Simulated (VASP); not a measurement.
# CdS (P6_3mc) in VASP: notebook

One crystal, CdS, is run at these levels: r2SCAN, HSE06, PBE0; tasks: band structure.

Everything below comes from runs of VASP 6.6.1. Logs are shortened: lines on timing, memory, paths and dates and some standing lists are left out, and cuts for length are marked.

**Measured values to compare with.**

“Isotope dependence of band-gap energy”, 2008, arxiv:0807.2152 quotes, for a bulk crystal of CdS: band gap 2.5809 ± 0.0002 eV.

The results are compared with them further down.

## (1) The structure

Symmetry: P6_3mc, No. 186, hexagonal system. The conventional cell has a = 4.169 Å, b = 4.169 Å, c = 6.780 Å, α = 90.00°, β = 90.00°, γ = 120.00°. Cd (site symmetry 3m) has 4 S at 2.55 Å as nearest neighbours. S (site symmetry 3m) has 4 Cd at 2.55 Å as nearest neighbours.

The cell is a database's computed one.

## (2) Band structure, r2SCAN

The input, INCAR:

```
SYSTEM = CdS
PREC = Accurate
ENCUT = 450
EDIFF = 1E-6
ISMEAR = 0
SIGMA = 0.02
LREAL = .False.
LASPH = .True.
NELM = 120
ALGO = Normal
ISIF = 2
LWAVE = .False.
LCHARG = .False.
METAGGA = R2SCAN
LMIXTAU = .True.
KPAR = 4
```

The input, KPOINTS:

```
regular mesh
0
Gamma
  10 10 6
  0 0 0
```

The input, POSCAR:

```
CdS                                     
1.0
    4.1688897967      0.0000000000      0.0000000000
   -2.0844448484      3.6103644707      0.0000000000
    0.0000000000      0.0000000000      6.7801618396
  Cd              S             
     2     2
Direct
     0.6666666699999979    0.3333333300000021    0.5001861622150443
     0.3333333300000021    0.6666666699999979    0.0001861622150443
     0.6666666699999979    0.3333333300000021    0.8768138377849510
     0.3333333300000021    0.6666666699999979    0.3768138377849510
```

The input, KPOINTS_OPT:

```
path GMKGALHA,LM,KH
15
line-mode
reciprocal
 0.0000000000  0.0000000000  0.0000000000  G
 0.5000000000  0.0000000000  0.0000000000  M

 0.5000000000  0.0000000000  0.0000000000  M
 0.3333333333  0.3333333333  0.0000000000  K

 0.3333333333  0.3333333333  0.0000000000  K
 0.0000000000  0.0000000000  0.0000000000  G

 0.0000000000  0.0000000000  0.0000000000  G
 0.0000000000  0.0000000000  0.5000000000  A

 0.0000000000  0.0000000000  0.5000000000  A
 0.5000000000  0.0000000000  0.5000000000  L

 0.5000000000  0.0000000000  0.5000000000  L
 0.3333333333  0.3333333333  0.5000000000  H

 0.3333333333  0.3333333333  0.5000000000  H
 0.0000000000  0.0000000000  0.5000000000  A

 0.5000000000  0.0000000000  0.5000000000  L
 0.5000000000  0.0000000000  0.0000000000  M

 0.3333333333  0.3333333333  0.0000000000  K
 0.3333333333  0.3333333333  0.5000000000  H
```

Potentials or basis: VASP PAW PBE potentials, release 64 (Cd, S).

Launch:

```
cat potpaw_PBE.64/Cd/POTCAR potpaw_PBE.64/S/POTCAR > POTCAR
mpirun -np 4 vasp_std > vasp.out
```

OUTCAR:

```text
SYSTEM = CdS
   PREC = Accurate
   ENCUT = 450
   EDIFF = 1E-6
   ISMEAR = 0
   LREAL = .False.
   LASPH = .True.
   NELM = 120
   ISIF = 2
   METAGGA = R2SCAN

 ion  position               nearest neighbor table
   1  0.667  0.333  0.500-   4 2.55   4 2.55   4 2.55   3 2.55
   2  0.333  0.667  0.000-   3 2.55   3 2.55   3 2.55   4 2.55
   3  0.667  0.333  0.877-   2 2.55   2 2.55   2 2.55   1 2.55
   4  0.333  0.667  0.377-   1 2.55   1 2.55   1 2.55   2 2.55

  LATTYP: Found a hexagonal cell.
 ALAT       =     4.1688897967
 C/A-ratio  =     1.6263710892

  Lattice vectors:

 A1 = (   4.1688897967,   0.0000000000,   0.0000000000)
 A2 = (  -2.0844448484,   3.6103644707,   0.0000000000)
 A3 = (   0.0000000000,   0.0000000000,   6.7801618396)

Analysis of symmetry for initial positions (statically):
=====================================================================
 Subroutine PRICEL returns:
 Original cell was already a primitive cell.

 Routine SETGRP: Setting up the symmetry group for a
 hexagonal supercell.

 Subroutine GETGRP returns: Found 12 space group operations
 (whereof  6 operations were pure point group operations)
 out of a pool of 24 trial point group operations.

The static configuration has the point symmetry C_3v.
 The point group associated with its full space group is C_6v.

Analysis of symmetry for dynamics (positions and initial velocities):
=====================================================================
 Subroutine PRICEL returns:
 Original cell was already a primitive cell.

 Routine SETGRP: Setting up the symmetry group for a
 hexagonal supercell.

 Subroutine GETGRP returns: Found 12 space group operations
 (whereof  6 operations were pure point group operations)
 out of a pool of 24 trial point group operations.

The dynamic configuration has the point symmetry C_3v.
 The point group associated with its full space group is C_6v.

 Subroutine INISYM returns: Found 12 space group operations
 (whereof  6 operations are pure point group operations),
 and found     1 'primitive' translations

----------------------------------------------------------------------------------------

                                     Primitive cell

  volume of cell :     102.0497

  direct lattice vectors                    reciprocal lattice vectors
[... 84 lines left out ...]
   ICHARG =      2    charge: 1-file 2-atom 10-const
   ISPIN  =      1    spin polarized calculation?
   LNONCOLLINEAR =      F non collinear calculations
   LSORBIT =      F    spin-orbit coupling
   LASPH  =      T    aspherical Exc in radial PAW
   ENCUT  =  450.0 eV  33.07 Ry    5.75 a.u.   7.21  7.21 11.73*2*pi/ulx,y,z
   NELM   =    120;   NELMIN=  2; NELMDL= -5     # of ELM steps
   EDIFF  = 0.1E-05   stopping-criterion for ELM
   LREAL  =      F    real-space projection
   EDIFFG = 0.1E-04   stopping-criterion for IOM
   NSW    =      0    number of steps for IOM
   IBRION =     -1    ionic relax: 0-MD 1-quasi-New 2-CG
   NFREE  =      0    steps in history (QN), initial steepest desc. (CG)
   ISIF   =      2    stress and relaxation
   ISYM   =      2    0-nonsym 1-usesym 2-fastsym
   POTIM  = 0.5000    time-step for ionic-motion
   TEBEG  =    0.0;   TEEND  =   0.0 temperature during run
   PSTRESS=    0.0 pullay stress
   NELECT =      36.0000    total number of electrons
   NUPDOWN=      -1.0000    fix difference up-down
   EMIN   =  10.00;   EMAX   =-10.00  energy-range for DOS
   EFERMI =   0.00;   METHOD = LEGACY
   ISMEAR =     0;   SIGMA  =   0.02  broadening in eV -4-tet -1-fermi 0-gaus
   EFERMI_NEDOS =   21; number of points for ismear=-14 and -15
   IALGO  =     38    algorithm
   IMIX   =      4    mixing-type and parameters
     AMIX     =   0.40;   BMIX     =  1.00
     AMIX_MAG =   1.60;   BMIX_MAG =  1.00
  volume/ion in A,a.u.               =      25.51       172.17
  Fermi-wavevector in a.u.,A,eV,Ry     =   1.156747  2.185935 18.205470  1.338064
  Thomas-Fermi vector in A             =   2.293365
   LORBIT       =      0    0 simple, 1 ext, 2 COOP (PROOUT), +10 PAW based schemes
   METAGGA = R2SCAN    functional components
   LHFCALC =     F    Hartree Fock is set to
   AEXX    =    0.0000 exact exchange contribution
   IVDW    =     0    specifies the selected vdW correction
   LEPSILON=     F    determine dielectric tensor
   LRPA    =     F    only Hartree local field effects (RPA)
 non-spin polarized calculation
 Gauss-broadening in eV      SIGMA  =   0.02
  energy-cutoff  :      450.00
  volume of cell :      102.05
 maximum number of plane-waves:      2234
 NGX is ok and might be reduce to    30
   NGX = 15   NGY = 15   NGZ = 23

 number of electron      35.9999999 magnetization

 Free energy of the ion-electron system (eV)
  ---------------------------------------------------
  ext. energy  EPLUGINS =         0.00000000
  ---------------------------------------------------
  free energy    TOTEN  =       -59.38203137 eV

  energy without entropy =      -59.38203137  energy(sigma->0) =      -59.38203137

 E-fermi :   0.9161     XC(G=0):  -9.5888

 val. band max:        0.8103305398   @ k =   0.0000   0.0000   0.0000
 cond. band min:       2.4242651282   @ k =   0.0000   0.0000   0.0000
 fundamental gap:      1.6139345884
 Fermi energy:         0.9160776916

 k-point     1 :       0.0000    0.0000    0.0000
  band No.  band energies     occupation
      1     -11.8945      2.00000
      2     -11.4850      2.00000
      3      -7.0381      2.00000
      4      -7.0318      2.00000
      5      -7.0318      2.00000
      6      -6.9463      2.00000
[... 589 lines left out ...]
     21       6.5478      0.00000
     22       7.1760      0.00000

 [... further k-points ...]
[... 5 lines left out ...]
  --------------------------------------------------------------------------------------
  -------------------------------------------------------------------------------------
  Total       -0.0562783     -0.0562783     -0.0661272     -0.0000000      0.0000000      0.0000000
  in kB       -0.8835683     -0.8835683     -1.0381949     -0.0000000      0.0000000      0.0000000
  external PRESSURE =      -0.9351105 kB  Pullay stress =       0.0000000 kB

 VOLUME and BASIS-vectors are now :
 -----------------------------------------------------------------------------
  energy-cutoff  :      450.00
  volume of cell :      102.05
      direct lattice vectors                 reciprocal lattice vectors
     4.168889797  0.000000000  0.000000000     0.239872016  0.138490170  0.000000000
    -2.084444848  3.610364471  0.000000000     0.000000000  0.276980346  0.000000000
     0.000000000  0.000000000  6.780161840     0.000000000  0.000000000  0.147489105

 POSITION                                       TOTAL-FORCE (eV/Angst)
 -----------------------------------------------------------------------------------
      2.08444      1.20345      3.39134         0.000000      0.000000     -0.002155
      0.00000      2.40691      0.00126        -0.000000     -0.000000     -0.002155
      2.08444      1.20345      5.94494        -0.000000      0.000000      0.002155
      0.00000      2.40691      2.55486         0.000000     -0.000000      0.002155
 -----------------------------------------------------------------------------------
    total drift:                               -0.000015      0.000008      0.006670

  FREE ENERGIE OF THE ION-ELECTRON SYSTEM (eV)
  ---------------------------------------------------
  free  energy   TOTEN  =       -59.3820313665 eV

  energy  without entropy=      -59.3820313665  energy(sigma->0) =      -59.38203137
```

stdout:

```text
POSCAR found type information on POSCAR CdS
 POSCAR found :  2 types and       4 ions
 scaLAPACK will be used
 -----------------------------------------------------------------------------
|                                                                             |
|                                                                             |
|     You enforced a specific xc type in the INCAR file but a different       |
|     I HOPE YOU KNOW WHAT YOU ARE DOING!                                     |
|                                                                             |
 -----------------------------------------------------------------------------

 LDA part: xc-table for (None), standard interpolation
 POSCAR, INCAR and KPOINTS ok, starting setup
 FFT: planning ... GRIDC
 FFT: planning ... GRID_SOFT
 FFT: planning ... GRID
 WAVECAR not read
 entering main loop
 Start KPOINTS_OPT (optional k-point list driver)
k-point batch [1-56\135]
k-point batch [57-112\135]
k-point batch [113-135\135]
```

Wall time 3 min (4 MPI ranks of AMD EPYC 9R45 (Zen 5), shared host); peak memory 0.28 GiB.

What came out:

```yaml
Free_energy: -59.3820 eV
Pressure: -0.1 GPa
Band_gap_on_the_k_mesh: 1.61 eV, direct
Band_gap_along_the_path: 1.61 eV, direct
```

Forces in eV/Å, atoms in the order of the input:
```
Cd   0.000  0.000 -0.002
Cd   0.000  0.000 -0.002
S    0.000  0.000  0.002
S    0.000  0.000  0.002
```

Levels at the corners of the path, in eV from the valence-band top:
| point | band 15 | band 16 | band 17 | band 18 | band 19 | band 20 | band 21 | band 22 |
| --- | --- | --- | --- | --- | --- | --- | --- | --- |
| Γ | -0.74 | -0.04 | 0.00 | 0.00 | 1.61 | 3.22 | 6.99 | 6.99 |
| M | -2.58 | -1.84 | -1.26 | -0.74 | 4.14 | 4.25 | 5.42 | 6.82 |
| M | -2.58 | -1.84 | -1.26 | -0.74 | 4.14 | 4.25 | 5.42 | 6.82 |
| K | -3.04 | -1.80 | -1.80 | -1.61 | 4.96 | 5.53 | 5.53 | 7.45 |
| K | -3.04 | -1.80 | -1.80 | -1.61 | 4.96 | 5.53 | 5.53 | 7.45 |
| Γ | -0.74 | -0.04 | 0.00 | 0.00 | 1.61 | 3.22 | 6.99 | 6.99 |
| Γ | -0.74 | -0.04 | 0.00 | 0.00 | 1.61 | 3.22 | 6.99 | 6.99 |
| A | -0.38 | -0.38 | -0.38 | -0.38 | 3.25 | 3.25 | 6.61 | 6.61 |
| A | -0.38 | -0.38 | -0.38 | -0.38 | 3.25 | 3.25 | 6.61 | 6.61 |
| L | -1.32 | -1.32 | -1.30 | -1.30 | 3.87 | 3.87 | 5.79 | 5.79 |
| L | -1.32 | -1.32 | -1.30 | -1.30 | 3.87 | 3.87 | 5.79 | 5.79 |
| H | -2.39 | -2.39 | -1.09 | -1.09 | 4.83 | 4.83 | 6.42 | 6.42 |
| H | -2.39 | -2.39 | -1.09 | -1.09 | 4.83 | 4.83 | 6.42 | 6.42 |
| A | -0.38 | -0.38 | -0.38 | -0.38 | 3.25 | 3.25 | 6.61 | 6.61 |
| L | -1.32 | -1.32 | -1.30 | -1.30 | 3.87 | 3.87 | 5.79 | 5.79 |
| M | -2.58 | -1.84 | -1.26 | -0.74 | 4.14 | 4.25 | 5.42 | 6.82 |
| K | -3.04 | -1.80 | -1.80 | -1.61 | 4.96 | 5.53 | 5.53 | 7.45 |
| H | -2.39 | -2.39 | -1.09 | -1.09 | 4.83 | 4.83 | 6.42 | 6.42 |

Caveat: the PAW data sets were made with another functional, which shifts forces and pressure a little.

## (3) Band structure, HSE06

POSCAR is that of step 2.

The input, INCAR.step1:

```
SYSTEM = CdS
PREC = Accurate
ENCUT = 450
EDIFF = 1E-5
ISMEAR = 0
SIGMA = 0.02
LREAL = .False.
LASPH = .True.
NELM = 120
ALGO = Normal
ISIF = 2
LWAVE = .True.
LCHARG = .False.
KPAR = 4
GGA = PE
```

The input, INCAR.step2:

```
SYSTEM = CdS
PREC = Accurate
ENCUT = 450
EDIFF = 1E-6
ISMEAR = 0
SIGMA = 0.02
LREAL = .False.
LASPH = .True.
NELM = 120
ALGO = Normal
ISIF = 2
LWAVE = .False.
LCHARG = .False.
GGA = PE
LHFCALC = .True.
HFSCREEN = 0.2
PRECFOCK = Fast
KPAR = 4
ISTART = 1
```

The input, KPOINTS:

```
regular mesh
0
Gamma
  6 6 4
  0 0 0
```

Edit KPOINTS_OPT of step 2 so:

```diff
@@ -1,3 +1,3 @@
 path GMKGALHA,LM,KH
-15
+10
 line-mode
```

Potentials or basis: VASP PAW PBE potentials, release 64 (Cd, S).

Launch:

```
cat potpaw_PBE.64/Cd/POTCAR potpaw_PBE.64/S/POTCAR > POTCAR
cp INCAR.step1 INCAR
mpirun -np 4 vasp_std > vasp.out
cp INCAR.step2 INCAR
mpirun -np 4 vasp_std > vasp.out
```

Run time: 62 min. Hardware: 4 MPI ranks of AMD EPYC 9R45 (Zen 5), shared host; peak memory 0.42 GiB.

Results (log left out):

| Property | Result |
| --- | --- |
| Free energy | -15.2928 eV |
| Pressure | 0.1 GPa |
| Largest force | 0.003 eV/Å |
| Band gap on the k mesh | 2.20 eV, direct |
| Band gap along the path | 2.20 eV, direct |

Forces on the atoms (eV/Å):
```
Cd   0.000  0.000 -0.003
Cd   0.000  0.000 -0.003
S    0.000  0.000  0.003
S    0.000  0.000  0.003
```

Levels at the corners of the path, in eV from the valence-band top:
```
point  band 15  band 16  band 17  band 18  band 19  band 20  band 21  band 22
    Γ    -0.78    -0.04     0.00     0.00     2.20     3.86     7.65     7.75
    M    -2.71    -1.92    -1.32    -0.78     4.82     4.94     6.11     7.62
    M    -2.71    -1.92    -1.32    -0.78     4.82     4.94     6.11     7.66
    K    -3.18    -1.90    -1.90    -1.70     5.64     6.33     6.33     8.21
    K    -3.18    -1.90    -1.90    -1.70     5.64     6.33     6.33     8.22
    Γ    -0.78    -0.04     0.00     0.00     2.20     3.86     7.65     7.66
    Γ    -0.78    -0.04     0.00     0.00     2.20     3.86     7.65     7.76
    A    -0.40    -0.40    -0.40    -0.40     3.90     3.90     7.32     7.34
    A    -0.40    -0.40    -0.40    -0.40     3.90     3.90     7.32     7.33
    L    -1.38    -1.38    -1.36    -1.36     4.52     4.52     6.49     6.49
    L    -1.38    -1.38    -1.36    -1.36     4.52     4.52     6.49     6.49
    H    -2.50    -2.50    -1.14    -1.14     5.52     5.52     7.15     7.15
    H    -2.50    -2.50    -1.14    -1.14     5.52     5.52     7.15     7.15
    A    -0.40    -0.40    -0.40    -0.40     3.90     3.90     7.32     7.32
    L    -1.38    -1.38    -1.36    -1.36     4.52     4.52     6.49     6.49
    M    -2.71    -1.92    -1.32    -0.78     4.82     4.94     6.11     7.65
    K    -3.18    -1.90    -1.90    -1.70     5.64     6.33     6.33     8.22
    H    -2.50    -2.50    -1.14    -1.14     5.52     5.52     7.15     7.15
```

Caveat: the PAW data sets were made with another functional, which shifts forces and pressure a little.

(Part 1 of 2 ends here.)
